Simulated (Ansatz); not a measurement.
# SiO2: properties at the relaxed cell

The task here is to estimate one member of a computed series from the others.

Program: Ansatz 0.2.0. Level of theory: DFT LDA, scalar-relativistic, plane waves, PAW. These are calculated values, not measurements.

1 further run of the same task is left out (set aside as unsound or not needed). Runs told in other sessions of the task aren't counted.

**The starting structure**

The structure is orthorhombic, space group Fddd (No. 70). Conventional cell: a = 4.694 Å, b = 9.397 Å, c = 14.684 Å, α = 90.00°, β = 90.00°, γ = 90.00°. Si (site symmetry 2) has 4 O at 1.60 to 1.61 Å in its first shell of neighbours. O (site symmetry -1) is surrounded by 2 Si at 1.60 Å. Around O (site symmetry 2) lie 2 Si at 1.61 Å.

Structure file:

```
Si O
1.0
     0.00000    4.69873    7.34186
     2.34720    0.00000    7.34186
     2.34720    4.69873    0.00000
Si O
4 8
Direct
  0.56308 0.56308 0.93692
  0.31308 0.31308 0.68692
  0.68692 0.68692 0.31308
  0.93692 0.93692 0.56308
  0.62500 0.12500 0.62500
  0.62500 0.62500 0.12500
  0.62500 0.62500 0.62500
  0.12500 0.62500 0.62500
  0.18564 0.81436 0.18564
  0.81436 0.18564 0.81436
  0.43564 0.06436 0.43564
  0.06436 0.43564 0.06436
```

It goes back to an entry of the Materials Project, which need not be the stable form.

This cell was relaxed beforehand with the same method: volume 13.50 Å³/atom, gap on the mesh 5.60 eV.

The first run:

input.yaml reads:

```yaml
crystal:
  lattice:
    - [0.0, 4.6512626745, 7.2676991194]
    - [2.3234933301, 0.0, 7.2676991194]
    - [2.3234933301, 4.6512626745, 0.0]
  atoms:
    - { symbol: Si, position: [0.5630813687, 0.5630813687, 0.9369186313] }
    - { symbol: Si, position: [0.3130813687, 0.3130813687, 0.6869186313] }
    - { symbol: Si, position: [0.6869186313, 0.6869186313, 0.3130813687] }
    - { symbol: Si, position: [0.9369186313, 0.9369186313, 0.5630813687] }
    - { symbol: O, position: [0.625, 0.125, 0.625] }
    - { symbol: O, position: [0.625, 0.625, 0.125] }
    - { symbol: O, position: [0.625, 0.625, 0.625] }
    - { symbol: O, position: [0.125, 0.625, 0.625] }
    - { symbol: O, position: [0.1856430184, 0.8143569816, 0.1856430184] }
    - { symbol: O, position: [0.8143569816, 0.1856430184, 0.8143569816] }
    - { symbol: O, position: [0.4356430184, 0.0643569816, 0.4356430184] }
    - { symbol: O, position: [0.0643569816, 0.4356430184, 0.0643569816] }
basis:
  ecutwfc: 420
kpoints:
  mp_grid: { grid: [6, 6, 6] }
hamiltonian:
  xc: lda
scf:
  occupations: { method: gaussian, width: 0.02 }
output:
  forces: true
  stress: true
  eigenvalues: true
relax:
  adjacent_minimum: "off"
  f_tol: 0.01
  max_steps: 30
  cell: { stress_tol: 0.1, fix: [volume] }
```

On the command line:

```
$ ansatz run input.yaml --threads 2 --pin off --max-ram 5120MiB --backend cpu --events-out ev --progress --plain --runs-dir out
```

Among the steps run: Point at V/V0 = 0.97; The cell scaled to 1.03 of its volume; Point at V/V0 = 0.94; Point at V/V0 = 1.06; The cell scaled to 0.91 of its volume; Point at V/V0 = 1.10; Volume × 0.88.

One table of the session follows, with a row left open; its other results are not shown here.

It belongs to the step «Energy against volume». 

```
volume (Å³/atom)  energy above the lowest point (meV/atom)  pressure (GPa)  gap on the mesh (eV)
          11.876                                      85.8           18.15                  5.74
          12.281                                         ?               ?                     ?
          12.686                                      20.0            8.21                  5.77
          13.091                                       4.8            3.90                  5.72
          13.495                                       0.0           -0.01                  5.60
          13.900                                       4.6           -3.54                  5.43
          14.305                                      17.6           -6.74                  5.25
          14.845                                      46.8          -10.52                  4.98
```

Q: Estimate the row for volume (Å³/atom) = 12.281 from the others.

Worked estimate for «energy above the lowest point (meV/atom)». A straight line through the neighbours (11.876, 85.8) and (12.686, 20.0) gives 85.8 + (20.0 − 85.8) × (12.281 − 11.876) / (12.686 − 11.876) = 52.9; a parabola fitted to 3 rows on both sides gives 47.0.

**Answer.** energy above the lowest point (meV/atom): 46.6; pressure (GPa): 12.96; gap on the mesh (eV): 5.79. In «energy above the lowest point (meV/atom)» the line misses by +6.3 and the parabola by +0.4.

Caveats from the session: The gap on the mesh goes from 5.74 eV at the smallest volume to 4.98 eV at the largest, through a peak of 5.79 eV between.
